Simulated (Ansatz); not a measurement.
Starting structure, Ge put at a top Si site (Si, P6_3/mmc (No. 194), (0 0 1) face):

```
CELL_PARAMETERS angstrom
3.82489 0.00000 0.00000
-1.91244 3.31245 0.00000
0.00000 0.00000 26.12113
ATOMIC_POSITIONS crystal
Si 0.66667 0.33333 0.32541
Si 0.33333 0.66667 0.35591
Si 0.33333 0.66667 0.44646
Si 0.66667 0.33333 0.47564
Si 0.66667 0.33333 0.56726
Si 0.33333 0.66667 0.59294
Ge 0.33333 0.66667 0.68175
```

Level of theory: Ansatz 0.2.0, DFT PBEsol, scalar-relativistic, plane waves, PAW. Cutoff 420 eV; k points 9×9×1 on the computed 7-atom cell (Γ-centred); Gaussian smearing, width 0.05 eV; collinear spin from starting moments 0 0 0 0 0 0 2 μB. A dipole correction removes the field between periodic images along c.

Atoms 1, 2, 3 (counted from 1) are held. The cell is fixed. Force threshold 0.03 eV/Å.

(1) Where does it end?

The end is the local minimum or symmetric point that this start leads to. The slab is only 7.1 Å thick, so the energy isn't converged with thickness.

Answers

(1) The energy falls by 0.124 eV in 4 steps, to:

```xyz
7
Lattice="3.8249 0.0000 0.0000 -1.9124 3.3125 0.0000 0.0000 0.0000 26.1211" Properties=species:S:1:pos:R:3 pbc="T T T"
Si    1.9124    1.1042    8.5000
Si    0.0000    2.2083    9.2968
Si    0.0000    2.2083   11.6622
Si    1.9124    1.1042   12.4480
Si    1.9124    1.1042   14.8304
Si    0.0000    2.2083   15.6398
Ge    0.0000    2.2083   18.0743
```

The reference crystal is a form of Si, which isn't its usual structure.

Cost: 1 run of about 1.1 core-minutes, on AMD EPYC 9R45 (Zen 5) (shared hosts).